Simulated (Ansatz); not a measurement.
# Is this Zn2S stable against decomposition?

Level of theory: Ansatz 0.2.0, DFT PBE, scalar-relativistic, plane waves, PAW. All cells share a 420 eV cutoff and Γ-centred k meshes spaced at most about 0.3 Å⁻¹ (about 0.25 or finer for metals, 2π included). No spin polarisation.

The zero of energy is the elements' standard structures at the same level; no fitted shifts are applied.

These are static total energies at zero pressure. The reference form of S is held partly by dispersion forces, which this level lacks.

The competitors are the elements and 1 reference phase of this chemical system (from databases or known types: ZnS), relaxed at the same level; other known phases may be missing.

The candidate was reached from: random cell.

```cif
data_structure
_symmetry_space_group_name_H-M 'P 1'
_symmetry_Int_Tables_number 1
_cell_length_a 4.3714
_cell_length_b 4.3714
_cell_length_c 4.3714
_cell_angle_alpha 60.000
_cell_angle_beta 60.000
_cell_angle_gamma 60.000
_cell_volume 59.07
loop_
_atom_site_label
_atom_site_type_symbol
_atom_site_fract_x
_atom_site_fract_y
_atom_site_fract_z
_atom_site_occupancy
Zn1 Zn 0.25000 0.25000 0.25000 1
Zn2 Zn 0.75000 0.75000 0.75000 1
S1 S 0.50000 0.50000 0.50000 1
```

The lowest competing mixture at this composition:

```tsv
phase	space group	source	share of atoms	ΔE_f (eV/atom)
Zn	-	element	0.3333	-0.0039
ZnS	F-43m (No. 216)	COD	0.6667	-0.822
```

The lowest database cell of Zn (-0.0039) lies slightly below the reference, hence the non-zero entry.

Task: What are the hull's energy here, the candidate's formation energy and its margin?

Result: The hull lies at -0.549 eV/atom, the weighted sum of the last column. The candidate has 0.138 eV/atom, which is 0.69 eV/atom above it. The candidate matches no cell in the subsets of the Crystallography Open Database and the Materials Project at hand. The margin is far too high for a likely synthesis. It has the anti-fluorite type.
